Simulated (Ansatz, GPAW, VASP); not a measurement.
Ag: programs and potentials compared

```
CELL_PARAMETERS angstrom
0.00000 2.04275 2.04275
2.04275 0.00000 2.04275
2.04275 2.04275 0.00000
ATOMIC_POSITIONS crystal
Ag 0.00000 0.00000 0.00000
```

Alike in all runs: task single point; functional LDA; k mesh 11 × 11 × 11; occupations gaussian, width 0.02 eV; no spin polarisation; no spin-orbit coupling. LDA stands for any of its common fits. Pressure is positive in compression and, in plane waves, holds the error of the finite cutoff.

| program and potentials | plane-wave cutoff (eV) | notes | pressure (GPa) |
| --- | --- | --- | --- |
| VASP, LDA PAW files Ag_GW, 550 eV | 550 | 11 valence electrons an atom on average | -7.77 |
| GPAW, the program's PAW data sets (release 1.2.1) made for this functional | 600 | 17 valence electrons an atom on average | -7.70 |
| Ansatz, all-electron LAPW, scalar-relativistic | - | - | -7.74 |

The pressure spans -7.77 (VASP, LDA PAW files Ag_GW, 550 eV) to -7.70 GPa (GPAW, the program's PAW data sets (release 1.2.1) made for this functional), with all-electron results at -7.74.

The functional is the same throughout but for its coding, so the spread measures potentials, basis and numerics; runs on potential files found faulty are left out.

All three calculations put silver under tension at this volume, so with LDA the crystal would contract from the given cell. Since that cell is close to the measured one, the negative pressure is the familiar LDA overbinding rather than a property of real silver, which is essentially stress-free there. The local approximation misses the gradient contributions that favour the more inhomogeneous density of a stretched lattice, and so it makes the bonds from the sp band and the nearly full d shell too short.

The two PAW results lie on either side of the all-electron value and very close to it, so the tension comes from the functional and not from the potentials. The set with 11 valence electrons does as well as the one with 17, which suggests that freezing the 4p shell costs little at this density, although program and data set change along with the valence. Agreement at a single volume doesn't establish equal bulk moduli, nor that the potentials would hold up equally well under strong compression, where semicore overlap grows.
